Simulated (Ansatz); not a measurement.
Input, command and steps of an Ansatz relaxation.

```yaml
crystal:
  lattice:
    - [3.1837849204, 0.0, 0.0]
    - [0.0, 3.1837849204, 0.0]
    - [0.0, 0.0, 8.3220268968]
  atoms:
    - { symbol: Al, position: [0.5, 0.5, 0.1597925477] }
    - { symbol: Al, position: [0.0, 0.0, 0.3402074523] }
    - { symbol: Al, position: [0.0, 0.0, 0.6597925477] }
    - { symbol: Al, position: [0.5, 0.5, 0.8402074523] }
    - { symbol: Ru, position: [0.0, 0.0, 0.0] }
    - { symbol: Ru, position: [0.5, 0.5, 0.5] }
basis:
  ecutwfc: 420
kpoints:
  mp_grid: { grid: [12, 12, 4] }
hamiltonian:
  xc: pbesol
scf:
  occupations: { method: gaussian, width: 0.1 }
output:
  forces: true
  stress: true
  eigenvalues: true
  write_density: true
  write_potential: true
  elf: true
  volumetric_format: npy
relax:
  adjacent_minimum: "off"
  f_tol: 0.008
  max_steps: 40
  cell: { stress_tol: 0.015, fix: [a, b, gamma] }
```

```bash
ansatz run input.yaml --threads 1 --pin off --max-ram 2560MiB --backend cpu --events-out ev --progress --plain --runs-dir out
```

All numbers below come from DFT PBEsol, scalar-relativistic, plane waves, PAW in Ansatz.

Of 5 frames 4 are shown, positions in Å and forces in eV/Å; the SCF threshold varies from step to step. Steps run on the plane waves of an earlier cell, with a Pulay correction in the pressure. The basis is chosen afresh for the last frame, the zero of the energies, and at times for earlier ones too; energy and pressure step there, also at an unchanged geometry.

```xyz
6
Lattice="3.1838 0.0000 0.0000 0.0000 3.1838 0.0000 0.0000 0.0000 8.3220" Properties=species:S:1:pos:R:3:forces:R:3 pbc="T T T" step=1 free_energy_over_end_meV_per_atom=0.24 pressure_GPa=-4.56
Al    1.5919    1.5919    1.3298    0.0000    0.0000    0.0707
Al    0.0000    0.0000    2.8312    0.0000    0.0000   -0.0707
Al    0.0000    0.0000    5.4908    0.0000    0.0000    0.0707
Al    1.5919    1.5919    6.9922    0.0000    0.0000   -0.0707
Ru    0.0000    0.0000    0.0000    0.0000    0.0000    0.0000
Ru    1.5919    1.5919    4.1610    0.0000    0.0000    0.0000
6
Lattice="3.1838 0.0000 0.0000 0.0000 3.1838 0.0000 0.0000 0.0000 8.2924" Properties=species:S:1:pos:R:3:forces:R:3 pbc="T T T" step=2 free_energy_over_end_meV_per_atom=-0.02 pressure_GPa=-4.02
Al    1.5919    1.5919    1.3302    0.0000    0.0000    0.0110
Al    0.0000    0.0000    2.8160    0.0000    0.0000   -0.0110
Al    0.0000    0.0000    5.4764    0.0000    0.0000    0.0110
Al    1.5919    1.5919    6.9622    0.0000    0.0000   -0.0110
Ru    0.0000    0.0000    0.0000    0.0000    0.0000    0.0000
Ru    1.5919    1.5919    4.1462    0.0000    0.0000    0.0000
6
Lattice="3.1838 0.0000 0.0000 0.0000 3.1838 0.0000 0.0000 0.0000 8.2938" Properties=species:S:1:pos:R:3:forces:R:3 pbc="T T T" step=3 free_energy_over_end_meV_per_atom=-0.02 pressure_GPa=-4.07
Al    1.5919    1.5919    1.3311    0.0000    0.0000   -0.0042
Al    0.0000    0.0000    2.8158    0.0000    0.0000    0.0042
Al    0.0000    0.0000    5.4780    0.0000    0.0000   -0.0042
Al    1.5919    1.5919    6.9627    0.0000    0.0000    0.0042
Ru    0.0000    0.0000    0.0000    0.0000    0.0000    0.0000
Ru    1.5919    1.5919    4.1469    0.0000    0.0000    0.0000
6
Lattice="3.1838 0.0000 0.0000 0.0000 3.1838 0.0000 0.0000 0.0000 8.2930" Properties=species:S:1:pos:R:3:forces:R:3 pbc="T T T" step=5 free_energy_over_end_meV_per_atom=0.00 pressure_GPa=-4.05
Al    1.5919    1.5919    1.3308    0.0000    0.0000    0.0000
Al    0.0000    0.0000    2.8157    0.0000    0.0000    0.0000
Al    0.0000    0.0000    5.4773    0.0000    0.0000    0.0000
Al    1.5919    1.5919    6.9622    0.0000    0.0000    0.0000
Ru    0.0000    0.0000    0.0000    0.0000    0.0000    0.0000
Ru    1.5919    1.5919    4.1465    0.0000    0.0000    0.0000
```

The run took 56 s on 1 thread of Arm Neoverse V2, on a shared host, peak memory 0.44 GiB.